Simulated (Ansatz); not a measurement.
## Several inputs for SiO2

Cell: a computed structure from the Materials Project (it need not be an observed phase) whose atoms were relaxed with PBE, the cell held.

Space group R-3m:H (No. 166); a = 13.5970, c = 14.8360 Å, γ = 120.00°.

```csv
site,Wyckoff,site symmetry,x,y,z
Si,36i,1,0.8960,0.5631,0.4383
O13,18f,.2,0.9298,0.5965,0.3333
O19,18h,.m,0.7989,0.8994,0.8756
O25,18h,.m,0.7862,0.2138,0.4656
O31,18g,.2,0.0000,0.3470,0.5000
```

One atom of each set is listed; the run and its k-mesh use a cell of 36 atoms with edges of 9.28, 9.28, 9.28 Å.

Reference run. Computed with Ansatz: DFT, PBE, plane waves and PAW, scalar-relativistic, 420 eV cutoff, Γ-centred 3×3×3 k-points, Fermi–Dirac smearing 0.02 eV.

It gives V_zz (10²¹ V/m²) O25 9.59 (η 0.18), Si 0.85 (η 0.90), among others. Each of these runs changes the input as listed (caps on SCF iterations aside):

A. scf.lower_state_search: not typed → standard
B. kpoints.mp_grid.grid: [3, 3, 3] → [1, 1, 1]; scf.occupations.width: 0.02 → 0.1
C. scf.convergence.dr2_threshold: not typed → 1e-09
D. scf.max_iter: not typed → 1

Question: How does each run end, and how far do the gradients move?

Answer: 

```tsv
run	O25 V_zz (η)	Si V_zz (η)	largest change of a gradient tensor, all atoms	note
A	9.59 (0.18)	0.85 (0.90)	0.00	converged
B	9.56 (0.18)	0.85 (0.92)	0.05	converged; mesh coarser than the reference's
C	9.59 (0.18)	0.85 (0.90)	0.00	converged
D	–	–	–	not converged
```

Run B moves them most, on O13 (V_zz from 9.43 to 9.39); against its own size the tensor moves most on Si among sites above 0.3 (by 0.02, V_zz from 0.85 to 0.85). Run D holds a cap of too few SCF iterations.

In run B the shift comes from kpoints.mp_grid.grid: the other keys steer the path to self-consistency or leave the density as it is (the gap is far wider than the smearing).
